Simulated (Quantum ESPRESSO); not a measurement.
# SiC (Moissanite) under changes of volume

One of the cells (10.341 Å³/atom); the others are scaled copies at fixed shape and fractional positions:

```
CELL_PARAMETERS angstrom
3.07600 0.00000 0.00000
-1.53800 2.66389 0.00000
0.00000 0.00000 5.04800
ATOMIC_POSITIONS crystal
Si 0.66667 0.33333 0.50000
Si 0.33333 0.66667 0.00000
C 0.66667 0.33333 0.88500
C 0.33333 0.66667 0.38500
```

- Program: Quantum ESPRESSO 7.5
- Functional: LDA
- Potentials or basis: GBRV 1.5 LDA
- Cutoff: 612 eV
- Density cutoff: 4898 eV
- k mesh: 10 × 10 × 5
- Occupations: fermi-dirac, width 0.05 eV
- Spin: no spin polarisation

```tsv
volume (Å³/atom)	energy over the lowest point (meV/atom)	pressure (GPa)	gap on the mesh (eV)	largest force (eV/Å)
9.721	14.41	10.8	2.27	0.836
9.927	?	?	?	?
10.134	0.00	0.4	2.34	0.766
10.341	2.25	-4.1	2.37	0.734
10.548	10.02	-8.2	2.40	0.704
10.755	22.79	-11.8	2.42	0.675
10.961	40.09	-15.2	2.39	0.647
```

What does the run at 9.927 Å³/atom give?

Energy over the lowest point 3.84 meV/atom; pressure 5.4 GPa; gap on the mesh 2.30 eV; largest force 0.800 eV/Å.

Worked out: A Birch-Murnaghan fit of order 3 (a polynomial in V^(-2/3)) to the other rows has its minimum at 10.16 Å³/atom with B0 = V·E''(V) = 229 GPa and B' = 3.8 at fixed shape and positions, which overstates the stiffness. It gives 3.88 meV/atom at 9.927 Å³/atom, against the run's 3.84, and -dE/dV = 5.5 GPa, against 5.4. A parabola through the other rows of the gap, of slope 2.01 eV per unit of ln V there, gives 2.31 eV, against the run's 2.30.

Energies are extrapolated to zero smearing.

Caveats: an odd mesh through Γ misses points on the zone boundary, where band edges often lie.
